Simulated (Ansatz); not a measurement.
# Where Cu_Al puts its levels in the gap of AlN (P6_3mc)

Aim: at which Fermi levels does Cu_Al in AlN (P6_3mc) change its charge? The model is a cell of 72 host atoms with 1 Al taken out and 1 Cu put in.

Main program and level: Ansatz 0.2.0; place-levels on r2SCAN runs: charge-transition levels and formation energies with image-charge correction and potential alignment at the atomic sites; PAW set soft_1.

## Step 1: The starting structure

The cell holds 72 atoms: 35 Al, 36 N and 1 Cu. Cell: a = 9.320 Å, b = 9.320 Å, c = 9.956 Å, α = 90.0°, β = 90.0°, γ = 120.0°. It derives from AlN (space group P6_3mc). Nearest the centre at fractional (0.444, 0.556, 0.500): Cu34 at 0.00 Å, N11 at 1.89 Å, N43 at 1.89 Å, N35 at 1.89 Å, N40 at 1.90 Å, Al9 at 3.07 Å, Al13 at 3.07 Å, Al41 at 3.07 Å.

Structure file:

```xyz
72
Lattice="9.3196 0.0000 0.0000 -4.6598 8.0710 0.0000 0.0000 0.0000 9.9565" Properties=species:S:1:pos:R:3 pbc="T T T"
Al    1.5533    0.8968    2.4852
Al    0.0000    1.7936    4.9743
N     1.5533    0.8968    4.3848
N     0.0000    1.7936    1.8957
Al    1.5533    0.8968    7.4634
Al    0.0000    1.7936    9.9525
N     1.5533    0.8968    9.3631
N     0.0000    1.7936    6.8739
Al    0.0000    3.5871    2.4852
Al   -1.5533    4.4839    4.9743
N     0.0000    3.5871    4.3848
N    -1.5533    4.4839    1.8957
Al    0.0000    3.5871    7.4634
Al   -1.5533    4.4839    9.9525
N     0.0000    3.5871    9.3631
N    -1.5533    4.4839    6.8739
Al   -1.5533    6.2774    2.4852
Al   -3.1065    7.1742    4.9743
N    -1.5533    6.2774    4.3848
N    -3.1065    7.1742    1.8957
Al   -1.5533    6.2774    7.4634
Al   -3.1065    7.1742    9.9525
N    -1.5533    6.2774    9.3631
N    -3.1065    7.1742    6.8739
Al    4.6598    0.8968    2.4852
Al    3.1065    1.7936    4.9743
N     4.6598    0.8968    4.3848
N     3.1065    1.7936    1.8957
Al    4.6598    0.8968    7.4634
Al    3.1065    1.7936    9.9525
N     4.6598    0.8968    9.3631
N     3.1065    1.7936    6.8739
Al    3.1065    3.5871    2.4852
Cu    1.5533    4.4839    4.9743
N     3.1065    3.5871    4.3848
N     1.5533    4.4839    1.8957
Al    3.1065    3.5871    7.4634
Al    1.5533    4.4839    9.9525
N     3.1065    3.5871    9.3631
N     1.5533    4.4839    6.8739
Al    1.5533    6.2774    2.4852
Al    0.0000    7.1742    4.9743
N     1.5533    6.2774    4.3848
N     0.0000    7.1742    1.8957
Al    1.5533    6.2774    7.4634
Al    0.0000    7.1742    9.9525
N     1.5533    6.2774    9.3631
N     0.0000    7.1742    6.8739
Al    7.7663    0.8968    2.4852
Al    6.2130    1.7936    4.9743
N     7.7663    0.8968    4.3848
N     6.2130    1.7936    1.8957
Al    7.7663    0.8968    7.4634
Al    6.2130    1.7936    9.9525
N     7.7663    0.8968    9.3631
N     6.2130    1.7936    6.8739
Al    6.2130    3.5871    2.4852
Al    4.6598    4.4839    4.9743
N     6.2130    3.5871    4.3848
N     4.6598    4.4839    1.8957
Al    6.2130    3.5871    7.4634
Al    4.6598    4.4839    9.9525
N     6.2130    3.5871    9.3631
N     4.6598    4.4839    6.8739
Al    4.6598    6.2774    2.4852
Al    3.1065    7.1742    4.9743
N     4.6598    6.2774    4.3848
N     3.1065    7.1742    1.8957
Al    4.6598    6.2774    7.4634
Al    3.1065    7.1742    9.9525
N     4.6598    6.2774    9.3631
N     3.1065    7.1742    6.8739
```

Screening for the image-charge correction: ε∞ = (4.49, 4.49, 4.72), ε0 = (8.15, 8.15, 9.65), computed on the host (DFPT, PBEsol, on the r2SCAN cell), and a cell off the functional's own equilibrium shifts the ionic part.

The cell's shortest repeat is 9.3 Å.

## Step 2: What was run first

Levels follow from differences of total energies between charge states, each relaxed by itself.

Random displacements of about 0.05 Å break the site symmetry at the start, so that the relaxation can reach a distorted minimum if there is one. Forces are taken at one point at (¼, ¼, ¼). The cell holds 2 electrons more than the neutral one, with a uniform background that keeps it neutral on the whole.

The sampling was tested on the host first: at the k-points planned (1x1x1 shifted 0.25 0.25 0.25) its energy lies -0.014 eV an atom from the dense-mesh value, under the bound of 0.02 eV set for this test; that bounds the host's error, not the defect's.

One state's input; the others differ in charge, spin, start and seed, and in occupations where the table says so.

Contents of qm2.relax/input.yaml:

```yaml
crystal:
  lattice:
    - [9.31956554, 9.0e-08, 0.0]
    - [-4.65978284, 8.07098046, 0.0]
    - [0.0, 0.0, 9.95647772]
  atoms:
    - { symbol: Al, position: [0.22222222, 0.11111111, 0.24960167] }
    - { symbol: Al, position: [0.11111111, 0.22222222, 0.49960167] }
    - { symbol: "N", position: [0.22222222, 0.11111111, 0.44039833] }
    - { symbol: "N", position: [0.11111111, 0.22222222, 0.19039833] }
    - { symbol: Al, position: [0.22222222, 0.11111111, 0.74960167] }
    - { symbol: Al, position: [0.11111111, 0.22222222, 0.99960167] }
    - { symbol: "N", position: [0.22222222, 0.11111111, 0.94039833] }
    - { symbol: "N", position: [0.11111111, 0.22222222, 0.69039833] }
    - { symbol: Al, position: [0.22222222, 0.44444444, 0.24960167] }
    - { symbol: Al, position: [0.11111111, 0.55555556, 0.49960167] }
    - { symbol: "N", position: [0.22222222, 0.44444444, 0.44039833] }
    - { symbol: "N", position: [0.11111111, 0.55555556, 0.19039833] }
    - { symbol: Al, position: [0.22222222, 0.44444444, 0.74960167] }
    - { symbol: Al, position: [0.11111111, 0.55555556, 0.99960167] }
    - { symbol: "N", position: [0.22222222, 0.44444444, 0.94039833] }
    - { symbol: "N", position: [0.11111111, 0.55555556, 0.69039833] }
    - { symbol: Al, position: [0.22222222, 0.77777778, 0.24960167] }
    - { symbol: Al, position: [0.11111111, 0.88888889, 0.49960167] }
    - { symbol: "N", position: [0.22222222, 0.77777778, 0.44039833] }
    - { symbol: "N", position: [0.11111111, 0.88888889, 0.19039833] }
    - { symbol: Al, position: [0.22222222, 0.77777778, 0.74960167] }
    - { symbol: Al, position: [0.11111111, 0.88888889, 0.99960167] }
    - { symbol: "N", position: [0.22222222, 0.77777778, 0.94039833] }
    - { symbol: "N", position: [0.11111111, 0.88888889, 0.69039833] }
    - { symbol: Al, position: [0.55555556, 0.11111111, 0.24960167] }
    - { symbol: Al, position: [0.44444444, 0.22222222, 0.49960167] }
    - { symbol: "N", position: [0.55555556, 0.11111111, 0.44039833] }
    - { symbol: "N", position: [0.44444444, 0.22222222, 0.19039833] }
    - { symbol: Al, position: [0.55555556, 0.11111111, 0.74960167] }
    - { symbol: Al, position: [0.44444444, 0.22222222, 0.99960167] }
    - { symbol: "N", position: [0.55555556, 0.11111111, 0.94039833] }
    - { symbol: "N", position: [0.44444444, 0.22222222, 0.69039833] }
    - { symbol: Al, position: [0.55555556, 0.44444444, 0.24960167] }
    - { symbol: Cu, position: [0.44444444, 0.55555556, 0.49960167] }
    - { symbol: "N", position: [0.55555556, 0.44444444, 0.44039833] }
    - { symbol: "N", position: [0.44444444, 0.55555556, 0.19039833] }
    - { symbol: Al, position: [0.55555556, 0.44444444, 0.74960167] }
    - { symbol: Al, position: [0.44444444, 0.55555556, 0.99960167] }
    - { symbol: "N", position: [0.55555556, 0.44444444, 0.94039833] }
    - { symbol: "N", position: [0.44444444, 0.55555556, 0.69039833] }
    - { symbol: Al, position: [0.55555556, 0.77777778, 0.24960167] }
    - { symbol: Al, position: [0.44444444, 0.88888889, 0.49960167] }
    - { symbol: "N", position: [0.55555556, 0.77777778, 0.44039833] }
    - { symbol: "N", position: [0.44444444, 0.88888889, 0.19039833] }
    - { symbol: Al, position: [0.55555556, 0.77777778, 0.74960167] }
    - { symbol: Al, position: [0.44444444, 0.88888889, 0.99960167] }
    - { symbol: "N", position: [0.55555556, 0.77777778, 0.94039833] }
    - { symbol: "N", position: [0.44444444, 0.88888889, 0.69039833] }
    - { symbol: Al, position: [0.88888889, 0.11111111, 0.24960167] }
    - { symbol: Al, position: [0.77777778, 0.22222222, 0.49960167] }
    - { symbol: "N", position: [0.88888889, 0.11111111, 0.44039833] }
    - { symbol: "N", position: [0.77777778, 0.22222222, 0.19039833] }
    - { symbol: Al, position: [0.88888889, 0.11111111, 0.74960167] }
    - { symbol: Al, position: [0.77777778, 0.22222222, 0.99960167] }
    - { symbol: "N", position: [0.88888889, 0.11111111, 0.94039833] }
    - { symbol: "N", position: [0.77777778, 0.22222222, 0.69039833] }
    - { symbol: Al, position: [0.88888889, 0.44444444, 0.24960167] }
    - { symbol: Al, position: [0.77777778, 0.55555556, 0.49960167] }
    - { symbol: "N", position: [0.88888889, 0.44444444, 0.44039833] }
    - { symbol: "N", position: [0.77777778, 0.55555556, 0.19039833] }
    - { symbol: Al, position: [0.88888889, 0.44444444, 0.74960167] }
    - { symbol: Al, position: [0.77777778, 0.55555556, 0.99960167] }
    - { symbol: "N", position: [0.88888889, 0.44444444, 0.94039833] }
    - { symbol: "N", position: [0.77777778, 0.55555556, 0.69039833] }
    - { symbol: Al, position: [0.88888889, 0.77777778, 0.24960167] }
    - { symbol: Al, position: [0.77777778, 0.88888889, 0.49960167] }
    - { symbol: "N", position: [0.88888889, 0.77777778, 0.44039833] }
    - { symbol: "N", position: [0.77777778, 0.88888889, 0.19039833] }
    - { symbol: Al, position: [0.88888889, 0.77777778, 0.74960167] }
    - { symbol: Al, position: [0.77777778, 0.88888889, 0.99960167] }
    - { symbol: "N", position: [0.88888889, 0.77777778, 0.94039833] }
    - { symbol: "N", position: [0.77777778, 0.88888889, 0.69039833] }
  host:
    repeats: [3, 3, 2]
    atoms:
      - { symbol: Al, position: [0.66666667, 0.33333333, 0.49920333] }
      - { symbol: Al, position: [0.33333333, 0.66666667, 0.99920333] }
      - { symbol: "N", position: [0.66666667, 0.33333333, 0.88079667] }
      - { symbol: "N", position: [0.33333333, 0.66666667, 0.38079667] }
total_charge: -2
basis:
  ecutwfc: 500
  xc_grid: 2
hamiltonian:
  xc: r2scan
  pseudopotentials: { kind: paw, azcp: { folder: soft_1 } }
kpoints:
  mp_grid: { grid: [1, 1, 1], shift: [0.25, 0.25, 0.25] }
scf:
  occupations: { method: fixed }
  max_iter: 60
output:
  forces: true
  charged_corrections:
    epsilon: [4.49, 4.49, 4.72]
    static_epsilon: [8.15, 8.15, 9.65]
    defect_position: [0.444444, 0.555556, 0.499602]
relax:
  f_tol: 0.02
  max_steps: 80
  random_displacement: { amplitude: 0.05, seed: 9278 }
checkpoint:
  write: "../qm2.relax.run"
  compress: false
  write_wavefunctions: true
  write_every: 100000
```

Started as:

```sh
ansatz run input.yaml --threads 4 --pin off --max-ram 15073MiB --backend cpu --events-out ev --progress --plain --runs-dir out
```

The relaxed structure is kept and the sampling changed to a 2×2×2 shifted mesh.

The run of this state that the levels use, under r2SCAN:

Contents of qm2.point/input.yaml:

```yaml
crystal:
  checkpoint: "../qm2.relax.run"
  host: checkpoint
total_charge: -2
basis:
  ecutwfc: 500
  xc_grid: 2
hamiltonian:
  xc: r2scan
  pseudopotentials: { kind: paw, azcp: { folder: soft_1 } }
kpoints:
  mp_grid: { grid: [2, 2, 2], shift: [0.5, 0.5, 0.5] }
scf:
  occupations: { method: fermi_dirac, width: 0.01 }
  max_iter: 60
output:
  forces: true
  eigenvalues: true
  charged_corrections:
    epsilon: [4.49, 4.49, 4.72]
    static_epsilon: [8.15, 8.15, 9.65]
    defect_position: [0.444444, 0.555556, 0.499602]
  eigenstates: { localisation: true }
  populations: true
checkpoint:
  read: "../qm2.relax.run"
  write: "../qm2.point.run"
  compress: false
  write_wavefunctions: false
  write_every: 100000
```

Relaxations under r2SCAN at one point at (¼, ¼, ¼); times on 4 threads of Intel Xeon Platinum 8375C at 2.90GHz (Ice Lake), shared host:

| charge | moment (μB) | occupations | outcome | steps | largest displacement against the far atoms (Å) | time |
| --- | --- | --- | --- | --- | --- | --- |
| −2 | 0 | fixed | converged | 7 | 0.24 | 1.9 min |
| −1 | 1 | fixed | converged | 7 | 0.13 | 3 min |
| 0 | 0 | fixed | not converged | - | - | 52 s |
| 0 | 0 | fermi-dirac | converged | 9 | 0.12 | 2.7 min |
| 0 | 2 | fixed | converged | 8 | 0.11 | 3.7 min |
| +1 | 1 | fixed | converged | 7 | 0.08 | 2.9 min |
| +1 | 3 | fixed | converged | 5 | 0.05 | 1.9 min |

Single points under r2SCAN at a 2×2×2 shifted mesh; times on 4 threads of Intel Xeon Platinum 8375C at 2.90GHz (Ice Lake), shared host:

```csv
charge,moment (μB),occupations,outcome,time
−2,0,fermi-dirac,converged,51 s
−1,1,fermi-dirac,converged,2.6 min
0,0,fermi-dirac,converged,74 s
0,2,fermi-dirac,converged,2.3 min
+1,1,fermi-dirac,converged,3.5 min
+1,3,fermi-dirac,converged,2.7 min
```

Distances (Å) from Cu34 to the nearest atoms after relaxation with r2SCAN:

| charge | moment (μB) | 1. | 2. | 3. | 4. | 5. | 6. |
| --- | --- | --- | --- | --- | --- | --- | --- |
| −2 | 0 | N 2.05 | N 2.07 | N 2.07 | N 2.09 | Al 2.97 | Al 2.98 |
| −1 | 1 | N 1.97 | N 2.02 | N 2.02 | N 2.02 | Al 3.04 | Al 3.04 |
| 0 | 0 | N 1.93 | N 1.93 | N 1.99 | N 2.04 | Al 3.01 | Al 3.01 |
| 0 | 2 | N 1.95 | N 1.95 | N 1.98 | N 1.99 | Al 3.02 | Al 3.02 |
| +1 | 1 | N 1.94 | N 1.94 | N 1.95 | N 1.95 | N 3.07 | Al 3.07 |
| +1 | 3 | N 1.93 | N 1.93 | N 1.93 | N 1.95 | N 3.09 | Al 3.09 |

(Continued in part 2 of 2.)

[Logs are printed without paths, hosts, clocks, repeated set-up lines and the standing remarks that a program may print on its own settings, such as how far it seeks lower states.]

[Hosts, paths, dates, database ids (printed as entryN), source tags and the programs' standing remarks are cut or masked in the printed files.]

[Where a table of states has a column of steps, it counts the stored structures, which are thinned; the runs took as many ionic steps or more.]

[A defect's name tells the site on which it was built; relaxed atoms can leave that site.]

[For some hosts the program warned that the k-mesh of the response run may be too coarse for force constants and the static dielectric constant; such warnings are not shown here.]
